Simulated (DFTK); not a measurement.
Runs of DFTK 0.8.2 on Ge. It takes space group Fd-3m (No. 227, cubic). Conventional cell: a = 5.658 Å, b = 5.658 Å, c = 5.658 Å, α = 90.00°, β = 90.00°, γ = 90.00°. Ge (site symmetry -43m) has 4 Ge at 2.45 Å as nearest neighbours. 

```tsv
task	level	potentials or basis	cell	k mesh	cutoff (eV)	kinetic blow-up at the cutoff (BlowupCHV)	most ionic steps	gradient tolerance	mesh quality	gap on the mesh (eV)	pressure (GPa)	relaxed volume (Å³/atom)
relaxation of cell and atoms	LDA	SG15 1.2 (PBE)	relaxed	4 × 4 × 4	1415	yes	30	0.0002 Ha/bohr	coarse	0.39	0.0	21.39
relaxation of cell and atoms	WC	SG15 1.2 (PBE)	relaxed	4 × 4 × 4	1415	yes	30	0.0002 Ha/bohr	coarse	none	0.0	22.88
relaxation of cell and atoms	BLYP	SG15 1.2 (PBE)	relaxed	4 × 4 × 4	1415	yes	30	0.0002 Ha/bohr	coarse	none	0.1	25.35
single point	PBEsol	dojo.nc.sr.pbesol.v0_4_1.standard.upf (PBEsol)	as given	8 × 8 × 8	1061	-	-	-	not flagged	none	0.6	-
relaxation of cell and atoms	r2SCAN	SG15 1.2 (PBE)	relaxed	4 × 4 × 4	1415	yes	30	0.0002 Ha/bohr	coarse	none	0.0	(a)
relaxation of cell and atoms	PBEsol	SG15 1.2 (PBE)	relaxed	4 × 4 × 4	1415	yes	30	0.0002 Ha/bohr	coarse	none	0.0	22.85
relaxation of cell and atoms	SCAN	SG15 1.2 (PBE)	relaxed	4 × 4 × 4	1415	yes	30	0.0002 Ha/bohr	coarse	0.45	-0.1	21.86
relaxation of cell and atoms	RPBE	SG15 1.2 (PBE)	relaxed	4 × 4 × 4	1415	yes	30	0.0002 Ha/bohr	coarse	none	0.0	(b)
relaxation of cell and atoms	AM05	SG15 1.2 (PBE)	relaxed	4 × 4 × 4	1415	yes	30	0.0002 Ha/bohr	coarse	none	0.0	23.03
```

Alike in all rows: no spin polarisation; smearing fermi-dirac 0.05 eV.

Task: Fill in the values left out.

Result: (a) 22.47; (b) 25.78.

Caveats: some runs use coarse meshes; the potentials were made for another functional, which shifts forces and pressure (some runs); this crystal is a semiconductor, whose small gap the functional closes, so the metal is an error of the method (some runs).

A k mesh can miss the band edges, and the runs leave out spin-orbit coupling on Ge.

A gap of «none» marks a metal or a gap under the smearing width.

Runs at the PBE level aren't shown here.
